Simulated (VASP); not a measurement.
# Cs: nudged elastic band

Cs, slab, 13 atoms in the cell. PBE, nudged elastic band; PAW potentials Cs_sv (PBE set).

Path: Cs hops from a hollow site to the next hollow site of Cs(100); Moving images: 1.

## Input

INCAR.step1:
```
SYSTEM = Cs
PREC     = Normal         ! precision mode
ENCUT    = 250            ! plane-wave cutoff, eV
EDIFF    = 1E-6           ! SCF threshold, eV
ISMEAR   = 1              ! smearing method
SIGMA    = 0.1            ! smearing width, eV
LREAL    = .False.        ! projectors in reciprocal space
LASPH    = .True.         ! aspherical terms in the spheres
NELM     = 100            ! most SCF steps
ALGO     = Normal         ! electronic algorithm
LWAVE    = .False.        ! write WAVECAR
LCHARG   = .False.        ! write CHGCAR
IBRION   = 2              ! ionic algorithm
NSW      = 100            ! ionic steps
ISIF     = 2              ! what is computed and relaxed
EDIFFG   = -0.02          ! ionic threshold
POTIM    = 0.5            ! step
KPAR     = 2             
```

INCAR.step3, as INCAR.step1 but for:
```
- IBRION = 2
- NSW = 100
- ISIF = 2
- EDIFFG = -0.02
- POTIM = 0.5
+ IBRION = 1
+ POTIM = 0.3
+ NSW = 200
+ EDIFFG = -0.05
+ SPRING = -5
+ IMAGES = 1
```

KPOINTS:
```
k-points
0
Gamma
  2 2 1
```

00/POSCAR:
```
Cs
1.0
   11.1675799046      0.0000000000      0.0000000000
    0.0000000000     11.1675799046      0.0000000000
    0.0000000000      0.0000000000     23.0666714800
Cs
13
Selective dynamics
Direct
    0.0000000000      0.0000000000      0.2601155527  F F F
    0.5000000000      0.0000000000      0.2601155527  F F F
    0.0000000000      0.5000000000      0.2601155527  F F F
    0.5000000000      0.5000000000      0.2601155527  F F F
    0.2500000000      0.2500000000      0.4351781580  T T T
    0.7500000000      0.2500000000      0.4292185631  T T T
    0.2500000000      0.7500000000      0.4292185631  T T T
    0.7500000000      0.7500000000      0.4242770725  T T T
    0.9935001923      0.9935001923      0.5980253408  T T T
    0.5064998077      0.9935001923      0.5980253408  T T T
    0.9935001923      0.5064998077      0.5980253408  T T T
    0.5064998077      0.5064998077      0.5980253408  T T T
    0.2500000000      0.2500000000      0.7408974419  T T T
```

01/POSCAR:
```
Cs
1.0
   11.1675799046      0.0000000000      0.0000000000
    0.0000000000     11.1675799046      0.0000000000
    0.0000000000      0.0000000000     23.0666714800
Cs
13
Selective dynamics
Direct
    0.0000000000      0.0000000000      0.2601155527  F F F
    0.5000000000      0.0000000000      0.2601155527  F F F
    0.0000000000      0.5000000000      0.2601155527  F F F
    0.5000000000      0.5000000000      0.2601155527  F F F
    0.2500000000      0.2500000000      0.4321982840  T T T
    0.7500000000      0.2500000000      0.4321983505  T T T
    0.2500000000      0.7500000000      0.4267476184  T T T
    0.7500000000      0.7500000000      0.4267477412  T T T
    0.9999999935      0.9935001988      0.5980253556  T T T
    0.5000000065      0.9935001988      0.5980253556  T T T
    0.9999999935      0.5064998012      0.5980253556  T T T
    0.5000000065      0.5064998012      0.5980253556  T T T
    0.5000000000      0.2500000000      0.7408974992  T T T
```

02/POSCAR:
```
Cs
1.0
   11.1675799046      0.0000000000      0.0000000000
    0.0000000000     11.1675799046      0.0000000000
    0.0000000000      0.0000000000     23.0666714800
Cs
13
Selective dynamics
Direct
    0.0000000000      0.0000000000      0.2601155527  F F F
    0.5000000000      0.0000000000      0.2601155527  F F F
    0.0000000000      0.5000000000      0.2601155527  F F F
    0.5000000000      0.5000000000      0.2601155527  F F F
    0.2500000000      0.2500000000      0.4292184100  T T T
    0.7500000000      0.2500000000      0.4351781379  T T T
    0.2500000000      0.7500000000      0.4242766736  T T T
    0.7500000000      0.7500000000      0.4292184100  T T T
    1.0064997947      0.9935002053      0.5980253704  T T T
    0.4935002053      0.9935002053      0.5980253704  T T T
    1.0064997947      0.5064997947      0.5980253704  T T T
    0.4935002053      0.5064997947      0.5980253704  T T T
    0.7500000000      0.2500000000      0.7408975566  T T T
```

POSCAR.step1:
```
Cs
1.0
   11.1675799046      0.0000000000      0.0000000000
    0.0000000000     11.1675799046      0.0000000000
    0.0000000000      0.0000000000     23.0666714800
Cs
13
Selective dynamics
Direct
    0.0000000000      0.0000000000      0.2601155527  F F F
    0.5000000000      0.0000000000      0.2601155527  F F F
    0.0000000000      0.5000000000      0.2601155527  F F F
    0.5000000000      0.5000000000      0.2601155527  F F F
    0.2500000000      0.2500000000      0.4312861415  T T T
    0.7500000000      0.2500000000      0.4312861415  T T T
    0.2500000000      0.7500000000      0.4312861415  T T T
    0.7500000000      0.7500000000      0.4312861415  T T T
    0.0000000000      0.0000000000      0.6024567304  T T T
    0.5000000000      0.0000000000      0.6024567304  T T T
    0.0000000000      0.5000000000      0.6024567304  T T T
    0.5000000000      0.5000000000      0.6024567304  T T T
    0.2500000000      0.2500000000      0.7194444423  T T T
```

POSCAR.step2:
```
Cs
1.0
   11.1675799046      0.0000000000      0.0000000000
    0.0000000000     11.1675799046      0.0000000000
    0.0000000000      0.0000000000     23.0666714800
Cs
13
Selective dynamics
Direct
    0.0000000000      0.0000000000      0.2601155527  F F F
    0.5000000000      0.0000000000      0.2601155527  F F F
    0.0000000000      0.5000000000      0.2601155527  F F F
    0.5000000000      0.5000000000      0.2601155527  F F F
    0.2500000000      0.2500000000      0.4312861415  T T T
    0.7500000000      0.2500000000      0.4312861415  T T T
    0.2500000000      0.7500000000      0.4312861415  T T T
    0.7500000000      0.7500000000      0.4312861415  T T T
    0.0000000000      0.0000000000      0.6024567304  T T T
    0.5000000000      0.0000000000      0.6024567304  T T T
    0.0000000000      0.5000000000      0.6024567304  T T T
    0.5000000000      0.5000000000      0.6024567304  T T T
   -0.2500000000      0.2500000000      0.7194444423  T T T
```

Commands (each step's output is kept before the next begins):
```
cat potpaw_PBE.64/Cs_sv/POTCAR > POTCAR
cp INCAR.step1 INCAR
cp POSCAR.step1 POSCAR
mpirun -np 8 vasp_std > vasp.out
cp POSCAR.step2 POSCAR
mpirun -np 8 vasp_std > vasp.out
# 00 and 02 hold the relaxed ends; the images between are interpolated (pair-distance (IDPP))
cp INCAR.step3 INCAR
mpirun -np 8 vasp_std > vasp.out
```

## Result

- Barrier (eV): 0.122
- Barrier of the reverse step (eV): 0.122
- Energy of the second end over the first (eV): 0.000
- Top of the path (share of its length): 0.50
- Length of the path (Å): 5.68
- Steps of the band: 4
- Ionic steps, all stages: 26
- Electronic steps, all stages: 262

Energy along the relaxed band:

| Image | Distance along the path (Å) | Energy above the first end (eV) | Slope along the path (eV/Å) | Largest force across the path (eV/Å) |
|---|---|---|---|---|
| 0 | 0.000 | 0.000 | relaxed end |  |
| 1 | 2.842 | 0.122 | -0.000 | 0.045 |
| 2 | 5.684 | -0.000 | relaxed end |  |

The slab is face-centred cubic Cs(100), which isn't the element's stable structure, in-plane cell 11.17 × 11.17 Å, with 2 × 2 k points.

The two ends have the same energy within 0.01 eV.

Limits: the slab is thin and the surface cell small, so the value carries both errors; a single image in the middle can't show two humps with a dip between them, and says nothing of the springs.

VASP 6.6.1 took 1484 s on 8 cores (Intel Xeon Platinum 8375C @ 2.90GHz (Ice Lake)), a shared host.
